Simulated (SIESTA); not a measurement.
## SiO2 under changes of volume

One of the cells (15.871 Å³/atom); the others are scaled copies at fixed shape and fractional positions:

```
CELL_PARAMETERS angstrom
5.06907 0.00000 0.00000
-2.53454 4.38995 0.00000
0.00000 0.00000 8.55849
ATOMIC_POSITIONS crystal
Si 0.33333 0.66667 0.43713
Si 0.33333 0.66667 0.06287
Si 0.66667 0.33333 0.56287
Si 0.66667 0.33333 0.93713
O 0.42126 0.00000 0.00000
O 0.33333 0.66667 0.25000
O 0.66667 0.33333 0.75000
O 0.00000 0.57874 0.50000
O 0.57874 0.57874 0.00000
O 0.57874 0.00000 0.50000
O 0.42126 0.42126 0.50000
O 0.00000 0.42126 0.00000
```

The cell comes from a database or a generator and needn't be the stable form of this composition.

```yaml
Program: SIESTA 5.4.2
Functional: PBEsol
Potentials_or_basis: PseudoDojo 0.4 standard (PBEsol files)
Basis: DZP (energy shift 0.003 Ry)
Grid_cutoff: 800 Ry
Energy_shift: 0.003 Ry
k_mesh: 4 × 4 × 2
Occupations: fermi-dirac, width 0.05 eV
Spin: no spin polarisation
```

```csv
volume (Å³/atom),energy over the lowest point (meV/atom),pressure (GPa),gap on the mesh (eV),largest force (eV/Å)
14.919,64.23,15.7,6.97,1.104
15.236,37.36,11.5,6.84,0.867
15.554,?,?,?,?
15.871,6.04,4.5,6.52,0.451
16.188,0.17,1.5,6.33,0.267
16.506,0.00,-1.3,6.13,0.120
16.823,5.05,-3.8,5.92,0.116
```

**Question.** What does the run at 15.554 Å³/atom give?

**Answer.** Energy over the lowest point 18.22 meV/atom; pressure 7.9 GPa; gap on the mesh 6.69 eV; largest force 0.651 eV/Å.

Worked out: A Birch-Murnaghan fit of order 3 (a polynomial in V^(-2/3)) to the other rows has its minimum at 16.35 Å³/atom with B0 = V·E''(V) = 141 GPa and B' = 4.1 at fixed shape and positions, which overstates the stiffness. It gives 18.18 meV/atom at 15.554 Å³/atom, against the run's 18.22, and -dE/dV = 7.8 GPa, against 7.9. A parabola through the other rows of the gap, of slope -7.87 eV per unit of ln V there, gives 6.69 eV, against the run's 6.69.

Energies are extrapolated to zero smearing.

Caveats: the basis of atomic orbitals isn't converged, which shifts pressures, moduli and gaps; forces of over 1 eV/Å show positions far from the minimum, so gaps and moduli don't describe the material at rest (some runs).

A mesh can miss the band edges.
